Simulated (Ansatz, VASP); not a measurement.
# Cross-check of MoS2 between VASP and Ansatz

Wanted: the spread between two codes on one cell, functional and k mesh. The cell is taken from a series of runs on this material, whose earlier steps may have relaxed, scaled, displaced or heated it; both programs get it as it stands.

Main program and level: Ansatz 0.2.0; plane waves, with VASP 6.6.1 beside it; single point at HSE06.

## 1. Set-up

The cell holds 6 atoms: 4 S and 2 Mo. Cell: a = 3.116 Å, b = 3.116 Å, c = 41.100 Å, α = 90.0°, β = 90.0°, γ = 120.0°. It derives from MoS2. Vacuum lies along c.

As a file:

```xyz
6
Lattice="3.1159 0.0000 0.0000 -1.5580 2.6985 0.0000 0.0000 0.0000 41.1000" Properties=species:S:1:pos:R:3
S     1.9475    0.6746   16.0826
S     1.9475    0.6746   19.2068
S    -1.1685    2.4736   21.8938
S    -1.1685    2.4736   25.0174
Mo   -1.1685    2.4736   17.6451
Mo    0.3895    1.5741   23.4532
```

## 2. VASP: single point, HSE06

With cell and atoms fixed, the geometry can't cause a difference; cores, projectors, grids and the points listed under the comparison can.

Lines of VASP's logs that name or quote its potential files are left out, and so is its time.

The run reads the wave functions of an earlier VASP run, which isn't shown here.

INCAR reads:

```
SYSTEM = MoS2
PREC = Accurate
ENCUT = 400
EDIFF = 1E-06
NELM = 100
ISMEAR = 0
SIGMA = 0.01
LREAL = .FALSE.
ALGO = Normal
LHFCALC = .TRUE.
AEXX = 0.25
GGA = PE
HFSCREEN = 0.208
LASPH = .TRUE.
NBANDS = 32
PRECFOCK = Fast
LORBIT = 11
LWAVE = .FALSE.
LCHARG = .FALSE.
KPAR = 8
NCORE = 2
ISIF = 2
LDIPOL = .TRUE.
IDIPOL = 3
DIPOL = 0.5 0.5 0.5
LVHAR = .TRUE.
```

POSCAR reads:

```
MoS2
1.0
    3.1159354134      0.0000000000      0.0000000000
   -1.5579677067      2.6984792245      0.0000000000
    0.0000000000      0.0000000000     41.1000000000
S Mo
4 2
Direct
    0.7500000000      0.2500000000      0.3913035807
    0.7500000000      0.2500000000      0.4673199411
    0.0833333333      0.9166666667      0.5326951637
    0.0833333333      0.9166666667      0.6086964193
    0.0833333333      0.9166666667      0.4293211698
    0.4166666667      0.5833333333      0.5706364349
```

KPOINTS reads:

```
Automatic mesh
0
Gamma
9 9 1
0 0 0
```

The projector-augmented-wave data sets are S and Mo_sv (PBE family, release 64).

On the command line:

```
$ mpirun -np 16 vasp_std
```

Numbers of over 12 decimals in the logs are rounded to 6 here.

The log of the run:

```text
[banner, memory and clock lines left out]
running   16 mpi-ranks, on    1 nodes
 distrk:  each k-point on    2 cores,    8 groups
 distr:  one band on    2 cores,    1 groups

 POSCAR found type information on POSCAR S Mo
 POSCAR found :  2 types and       6 ions
 LDA part: xc-table for (Slater+PW92), standard interpolation
 found WAVECAR, reading the header
 POSCAR, INCAR and KPOINTS ok, starting setup
 FFT: planning ... GRIDC
 FFT: planning ... GRID_SOFT
 FFT: planning ... GRID
 reading WAVECAR
 the WAVECAR file was read successfully
 initial charge from wavefunction
 entering main loop
       N       E                     dE             d eps       ncg     rms          rms(c)
DAV:   1    -0.522307935001E+02   -0.52231E+02   -0.12127E+00   800   0.669E+00    0.380E+00
DAV:   2    -0.521923889054E+02    0.38405E-01   -0.16327E-01   800   0.320E+00    0.214E+00
DAV:   3    -0.521975104136E+02   -0.51215E-02   -0.28048E-02   864   0.941E-01    0.937E-01
DAV:   4    -0.521943968888E+02    0.31135E-02   -0.69149E-03   840   0.525E-01    0.452E-01
DAV:   5    -0.521947639208E+02   -0.36703E-03   -0.25298E-03   944   0.216E-01    0.261E-01
DAV:   6    -0.521946176007E+02    0.14632E-03   -0.50255E-04   864   0.159E-01    0.163E-01
DAV:   7    -0.521946500898E+02   -0.32489E-04   -0.88040E-05   936   0.458E-02    0.789E-02
DAV:   8    -0.521946531888E+02   -0.30990E-05   -0.27133E-05   864   0.385E-02    0.379E-02
DAV:   9    -0.521946629273E+02   -0.97385E-05   -0.64803E-06   792   0.126E-02    0.220E-02
DAV:  10    -0.521946690122E+02   -0.60849E-05   -0.19231E-06   656   0.947E-03    0.140E-02
DAV:  11    -0.521946753538E+02   -0.63416E-05   -0.68672E-07   608   0.564E-03    0.787E-03
DAV:  12    -0.521946801234E+02   -0.47696E-05   -0.38934E-07   600   0.441E-03    0.447E-03
DAV:  13    -0.521946840081E+02   -0.38847E-05   -0.26642E-07   600   0.319E-03    0.297E-03
DAV:  14    -0.521946873192E+02   -0.33111E-05   -0.22032E-07   568   0.254E-03    0.219E-03
DAV:  15    -0.521946897978E+02   -0.24786E-05   -0.15772E-07   536   0.220E-03    0.176E-03
DAV:  16    -0.521946922643E+02   -0.24665E-05   -0.15131E-07   552   0.196E-03    0.151E-03
DAV:  17    -0.521946940180E+02   -0.17536E-05   -0.11002E-07   512   0.171E-03    0.135E-03
DAV:  18    -0.521946955148E+02   -0.14968E-05   -0.98075E-08   536   0.153E-03    0.125E-03
DAV:  19    -0.521946970438E+02   -0.15289E-05   -0.88498E-08   528   0.140E-03    0.117E-03
DAV:  20    -0.521946980037E+02   -0.95992E-06   -0.68945E-08   488   0.125E-03
   1 F= -.52194698E+02 E0= -.52194698E+02  d E =0.000000E+00
```

OUTCAR, selected parts (step 2):

```text
ion  position               nearest neighbor table
   1  0.750  0.250  0.391-   5 2.38   5 2.38   5 2.38
   2  0.750  0.250  0.467-   5 2.38   5 2.38   5 2.38
   3  0.083  0.917  0.533-   6 2.38   6 2.38   6 2.38
   4  0.083  0.917  0.609-   6 2.38   6 2.38   6 2.38
   5  0.083  0.917  0.429-   2 2.38   2 2.38   2 2.38   1 2.38   1 2.38   1 2.38
   6  0.417  0.583  0.571-   3 2.38   3 2.38   3 2.38   4 2.38   4 2.38   4 2.38

  LATTYP: Found a hexagonal cell.
 ALAT       =     3.1159354134
 C/A-ratio  =    13.1902605629

 Subroutine GETGRP returns: Found  6 space group operations
 (whereof  2 operations were pure point group operations)

The static configuration has the point symmetry C_1h.
 The point group associated with its full space group is C_3v.

 Found     12 irreducible k-points:

   k-points           NKPTS =     12   k-points in BZ     NKDIM =     81   number of bands    NBANDS=     32

   dimension x,y,z NGX =    20 NGY =   20 NGZ =  270
   dimension x,y,z NGXF=    40 NGYF=   40 NGZF=  540

   ENCUT  =  400.0 eV  29.40 Ry    5.42 a.u.   5.08  5.08 67.02*2*pi/ulx,y,z

   NELECT =      52.0000    total number of electrons

 k-points in reciprocal lattice and weights: Automatic mesh
   0.00000000  0.00000000  0.00000000       0.012
   0.11111111 -0.00000000  0.00000000       0.074
   0.22222222 -0.00000000  0.00000000       0.074
   0.33333333 -0.00000000  0.00000000       0.074
   0.44444444 -0.00000000  0.00000000       0.074
   0.11111111  0.11111111  0.00000000       0.074
   0.22222222  0.11111111  0.00000000       0.148
   0.33333333  0.11111111  0.00000000       0.148
   0.44444444  0.11111111  0.00000000       0.074
   0.22222222  0.22222222  0.00000000       0.074
   0.33333333  0.22222222  0.00000000       0.148
   0.33333333  0.33333333  0.00000000       0.025

  exchange ACFDT corr.  =         0.00000000  see jH, gK, PRB 81, 115126

 dipolmoment           0.000000      0.000000      0.007140 electrons x Angstroem

 average (electrostatic) potential at core
       1 -89.7955       2 -89.8311       3 -89.7184       4 -89.6723       5 -78.3057
       6 -78.1912

 E-fermi :  -1.4192

 k-point     1 :       0.0000    0.0000    0.0000
  band No.  band energies     occupation
    ...
     22      -3.9056      2.00000
     23      -3.9056      2.00000
     24      -3.8659      2.00000
     25      -2.7901      2.00000
     26      -1.6380      2.00000
     27       1.2179      0.00000
     28       1.2179      0.00000
     29       1.3666      0.00000
     30       1.3667      0.00000
     31       1.5321      0.00000
    ...

 k-point     2 :       0.1111   -0.0000    0.0000
  band No.  band energies     occupation
    ...
     22      -4.2400      2.00000
     23      -3.8636      2.00000
     24      -3.3994      2.00000
     25      -2.8313      2.00000
     26      -2.0268      2.00000
     27       1.0029      0.00000
     28       1.0747      0.00000
     29       1.1697      0.00000
     30       1.1800      0.00000
     31       1.3177      0.00000
    ...

 k-point     3 :       0.2222   -0.0000    0.0000
  band No.  band energies     occupation
    ...
     22      -4.4647      2.00000
     23      -4.1526      2.00000
     24      -3.6237      2.00000
     25      -3.2228      2.00000
     26      -2.9750      2.00000
     27       0.3358      0.00000
     28       0.7380      0.00000
     29       0.8165      0.00000
     30       1.0082      0.00000
     31       1.3116      0.00000
    ...

  Total        2.1555881      2.1555881      0.4702142      0.0000000     -0.0000000      0.0000000
  in kB        9.9937162      9.9937162      2.1800024      0.0000000     -0.0000000      0.0000000
  external PRESSURE =       7.3891449 kB  Pullay stress =       0.0000000 kB

  energy-cutoff  :      400.00
  volume of cell :      345.58
      direct lattice vectors                 reciprocal lattice vectors
     3.115935413  0.000000000  0.000000000     0.320930914  0.185289550  0.000000000
    -1.557967707  2.698479225  0.000000000     0.000000000  0.370579099  0.000000000
     0.000000000  0.000000000 41.100000000     0.000000000  0.000000000  0.024330900

 POSITION                                       TOTAL-FORCE (eV/Angst)
 -----------------------------------------------------------------------------------
      1.94746      0.67462     16.08258         0.000000      0.000000      0.114396
      1.94746      0.67462     19.20685         0.000000     -0.000000     -0.421148
     -1.16848      2.47361     21.89377        -0.000000      0.000000      0.413031
     -1.16848      2.47361     25.01742        -0.000000      0.000000     -0.121518
     -1.16848      2.47361     17.64510         0.000000     -0.000000     -0.105214
      0.38949      1.57411     23.45316         0.000000      0.000000      0.120453
 -----------------------------------------------------------------------------------
    total drift:                                0.000008      0.000001     -0.000084

  FREE ENERGIE OF THE ION-ELECTRON SYSTEM (eV)
  ---------------------------------------------------
  free  energy   TOTEN  =       -52.1946980037 eV

  energy  without entropy=      -52.1946980037  energy(sigma->0) =      -52.19469800

 vacuum level on the upper side and lower side of the slab         4.005         3.851

 total charge
# of ion       s       p       d       tot
------------------------------------------
    1        1.359   2.362   0.000   3.721
    2        1.364   2.359   0.000   3.723
    3        1.362   2.364   0.000   3.726
    4        1.359   2.362   0.000   3.721
    5        2.302   6.249   3.950  12.501
    6        2.302   6.249   3.951  12.501
--------------------------------------------------
tot         10.048  21.945   7.901  39.894

[... 3 further parts left out ...]
```

This run has no spin polarisation, so a moment on Mo, if there is one, isn't seen.

(Continued in part 2 of 2.)

[Lines on the potential files, build, host, timing and source positions are cut from VASP's logs without a mark.]

[Logs are printed without paths, hosts, clocks, repeated set-up lines and the standing remarks that a program may print on its own settings, such as how far it seeks lower states.]

[Hosts, paths, dates, database ids (printed as entryN), source tags and the programs' standing remarks are cut or masked in the printed files.]
